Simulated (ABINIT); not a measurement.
# GaAs (F-43m) in ABINIT: settings compared, part 2 of 2

ABINIT 10.8.3 (patched build). Earlier steps stand in the parts before.

## 6. Single point, LDA

Input file run.abi:

```
# Pseudopotentials
pp_dirpath "./"
pseudos "As.upf, Ga.upf"

# Structure
acell 3*1.0 Angstrom
rprim
     0.0000000000     2.8268500000     2.8268500000
     2.8268500000     0.0000000000     2.8268500000
     2.8268500000     2.8268500000     0.0000000000
ntypat 2
znucl 33 31
natom 2
typat 1 2
xred
     0.7500000000     0.7500000000     0.7500000000
     0.0000000000     0.0000000000     0.0000000000

# Plane-wave basis
ecut 979.609905 eV

# k points
kptopt 1
ngkpt 6 6 6
nshiftk 1
shiftk 0.0 0.0 0.0

# Exchange and correlation
ixc 7

# Bands and occupations
nband 18
occopt 3
tsmear 0.05 eV

# SCF cycle
nstep 100
tolvrs 1.0e-10

# Output
iomode 3
prtwf 0
prtden 0
prteig 0
prtebands 0
enunit 1
```

Potentials or basis: PseudoDojo NC SR LDA v0.4.1 standard.

Command:

```console
> abinit run.abi > log 2>&1
```

run.abo:

```text
.Version 10.8.3 of ABINIT
 Symmetries : space group F-4 3 m (#216); Bravais cF (face-center cubic)
================================================================================
 Values of the parameters that define the memory need of the present run
     intxc =       0    ionmov =       0      iscf =       7    lmnmax =       6
     lnmax =       6     mgfft =      45  mpssoang =       3    mqgrid =    3001
     natom =       2  nloc_mem =       1    nspden =       1   nspinor =       1
    nsppol =       1      nsym =      24    n1xccc =    2501    ntypat =       2
    occopt =       3   xclevel =       1
       mpw =        3164          nfft =       91125          nkpt =          16
================================================================================
================================================================================

--------------------------------------------------------------------------------
------------- Echo of variables that govern the present computation ------------
--------------------------------------------------------------------------------
 -outvars: echo values of preprocessed input variables --------
            acell      1.8897261259E+00  1.8897261259E+00  1.8897261259E+00 Bohr
              amu      7.49215900E+01  6.97230000E+01
             ecut      3.60000000E+01 Hartree
           enunit           1
              ixc           7
         kptrlatt        6    0    0      0    6    0      0    0    6
          kptrlen      4.53281381E+01
            natom           2
            nband          18
            ngfft          45      45      45
             nkpt          16
            nstep         100
             nsym          24
           ntypat           2
           occopt           3
           prtden           0
        prtebands           0
           prteig           0
            prtwf           0
            rprim      0.0000000000E+00  2.8268500000E+00  2.8268500000E+00
                       2.8268500000E+00  0.0000000000E+00  2.8268500000E+00
                       2.8268500000E+00  2.8268500000E+00  0.0000000000E+00
          spgroup         216
           tolvrs      1.00000000E-10
           tsmear      1.83746611E-03 Hartree
            typat      1  2
           xangst      4.2402750000E+00  4.2402750000E+00  4.2402750000E+00
                       0.0000000000E+00  0.0000000000E+00  0.0000000000E+00
[... 119 lines left out ...]
    2      -0.000000000000     -0.000000000000      0.000000000000

 cartesian coordinates (angstrom) at end:
    1      4.24027500000000     4.24027500000000     4.24027500000000
    2      0.00000000000000     0.00000000000000     0.00000000000000

 cartesian forces (hartree/bohr) at end:
    1      0.00000000000000     0.00000000000000    -0.00000000000000
    2     -0.00000000000000    -0.00000000000000     0.00000000000000
 frms,max,avg= 7.5405539E-31 1.1813778E-30   0.000E+00  0.000E+00  0.000E+00 h/b

 cartesian forces (eV/Angstrom) at end:
    1      0.00000000000000     0.00000000000000    -0.00000000000000
    2     -0.00000000000000    -0.00000000000000     0.00000000000000
 frms,max,avg= 3.8775087E-29 6.0748887E-29   0.000E+00  0.000E+00  0.000E+00 e/A
 length scales=  1.889726125908  1.889726125908  1.889726125908 bohr
              =  1.000000000000  1.000000000000  1.000000000000 angstroms
 Fermi (or HOMO) energy (eV) =   3.96342   Average Vxc (eV)= -10.36695
 Eigenvalues (   eV  ) for nkpt=  16  k points:
 kpt#   1, nband= 18, wtk=  0.00463, kpt=  0.0000  0.0000  0.0000 (reduced coord)
 -31.53443  -31.53443  -31.53443  -31.52506  -31.52506  -11.12170  -11.12170  -11.12170
 -11.04397  -11.04397   -8.99043    3.79606    3.79606    3.79606    4.07206    7.48363
   7.48363    7.48363
 prteigrs : prtvol=0 or 1, do not print more k-points.

--- !EnergyTerms
iteration_state     : {dtset: 1, }
comment             : Components of total free energy in Hartree
kinetic             :  1.38574794209956E+02
hartree             :  5.73434563300577E+01
xc                  : -4.39563188305200E+01
Ewald energy        : -9.91764168217229E+01
psp_core            :  4.83382798493112E+00
local_psp           : -1.51109155129241E+02
non_local_psp       : -8.88689346370374E+01
internal            : -1.82358746893577E+02
'-kT*entropy'       : -1.32428622747499E-05
total_energy        : -1.82358760136439E+02
total_energy_eV     : -4.96223465741084E+03
band_energy         : -1.61126992577429E+01
...

 Cartesian components of stress tensor (hartree/bohr^3)
  sigma(1 1)=  2.11553004E-04  sigma(3 2)=  0.00000000E+00
  sigma(2 2)=  2.11553004E-04  sigma(3 1)=  0.00000000E+00
  sigma(3 3)=  2.11553004E-04  sigma(2 1)=  0.00000000E+00

-Cartesian components of stress tensor (GPa)         [Pressure= -6.2241E+00 GPa]
- sigma(1 1)=  6.22410426E+00  sigma(3 2)=  0.00000000E+00
- sigma(2 2)=  6.22410426E+00  sigma(3 1)=  0.00000000E+00
- sigma(3 3)=  6.22410426E+00  sigma(2 1)=  0.00000000E+00

== END DATASET(S) ==============================================================
================================================================================

 -outvars: echo values of variables after computation  --------
            acell      1.8897261259E+00  1.8897261259E+00  1.8897261259E+00 Bohr
           etotal     -1.8235876014E+02
            fcart      3.9379258499E-31  3.9379258499E-31 -1.1813777550E-30
                      -3.9379258499E-31 -3.9379258499E-31  1.1813777550E-30
            rprim      0.0000000000E+00  2.8268500000E+00  2.8268500000E+00
                       2.8268500000E+00  0.0000000000E+00  2.8268500000E+00
                       2.8268500000E+00  2.8268500000E+00  0.0000000000E+00
           strten      2.1155300373E-04  2.1155300373E-04  2.1155300373E-04
                       0.0000000000E+00  0.0000000000E+00  0.0000000000E+00
           xangst      4.2402750000E+00  4.2402750000E+00  4.2402750000E+00
                       0.0000000000E+00  0.0000000000E+00  0.0000000000E+00
             xred      7.5000000000E-01  7.5000000000E-01  7.5000000000E-01
                       0.0000000000E+00  0.0000000000E+00  0.0000000000E+00
 Calculation completed.
```

It took 31 s on 1 thread of Arm Neoverse V2, shared host; peak memory 0.08 GiB.

What came out:

```yaml
Free_energy: -4962.2347 eV
Band_gap_on_the_k_mesh: 0.28 eV, direct
Valence_electrons_inside_the_program's_atomic_spheres: As 12.39; Ga 10.84
```

Caveat: the cutoff is too short for stress, so the log's stress isn't used.

## 7. The runs side by side

| level | potentials or basis | spin | cell | cutoff (eV) | fine-grid cutoff | gap on the mesh (eV) | pressure (GPa) |
| --- | --- | --- | --- | --- | --- | --- | --- |
| PBE | JTH PAW PBE v2.0 | off | cell relaxed | 463 | 925.187 eV | 0.14 | -0.1 |
| PBE | JTH PAW PBE v2.0 | SOC, no magnetisation | as given | 354 | 707.496 eV | 0.40 | 3.1 |
| PBEsol | PseudoDojo NC SR PBEsol v0.4.1 standard | off | as given | 1034 | - | 0.44 | -0.8 |
| LDA | JTH PAW LDA v2.0 sp | off | as given | 327 | 653.073 eV | 0.29 | - |
| LDA | PseudoDojo NC SR LDA v0.4.1 standard | off | as given | 980 | - | 0.28 | - |

Alike in all rows: task single point; k mesh 6 × 6 × 6; smearing fermi-dirac 0.05 eV.

Caveats: this set keeps more shells in the core, which shifts pressures and gaps (some runs).

Absolute energies hang on the potentials; compare differences alone.

## 8. Against experiment

Step 3. Measured gap of GaAs: 1.418 eV (direct; 300 K; “Evidence of valence band perturbations in GaAsN/GaAs(001): A combined variable-angle spectroscopic ellipsometry and modulated photoreflectance investigation”, 2008, arxiv:0805.2212). This calculation gives 0.40 eV (-1.02 eV). So large a miss can be the level of theory's own, or it may mean another phase, state or a wrong row. 3 values of this kind are on record (1.412 to 1.51 eV); this one was drawn at random among those near their median, those with a stated uncertainty first. The value is that of PBE on a finite k mesh, which can miss the band edges, without temperature or zero-point motion. Semilocal functionals fall short of measured gaps as a rule.

Step 4. Measured gap of GaAs: 1.412 eV (direct; 300 K; “Evidence of valence band perturbations in GaAsN/GaAs(001): A combined variable-angle spectroscopic ellipsometry and modulated photoreflectance investigation”, 2008, arxiv:0805.2212). This calculation gives 0.44 eV (-0.97 eV). 3 values of this kind are on record (1.412 to 1.51 eV); this one was drawn at random among those near their median, those with a stated uncertainty first. Spin-orbit coupling on As, Ga is left out. The value is that of PBEsol on a finite k mesh, which can miss the band edges, without temperature or zero-point motion. Semilocal functionals fall short of measured gaps as a rule.

Step 6. Against the measured gap of GaAs, 1.412 eV (direct; 300 K; “Evidence of valence band perturbations in GaAsN/GaAs(001): A combined variable-angle spectroscopic ellipsometry and modulated photoreflectance investigation”, 2008, arxiv:0805.2212), the calculated 0.28 eV is off by -1.14 eV. So large a miss can be the level of theory's own, or it may mean another phase, state or a wrong row. 3 values of this kind are on record (1.412 to 1.51 eV); this one was drawn at random among those near their median, those with a stated uncertainty first. Spin-orbit coupling on As, Ga is left out. The value is that of LDA, without temperature or zero-point motion. Semilocal functionals fall short of measured gaps as a rule.
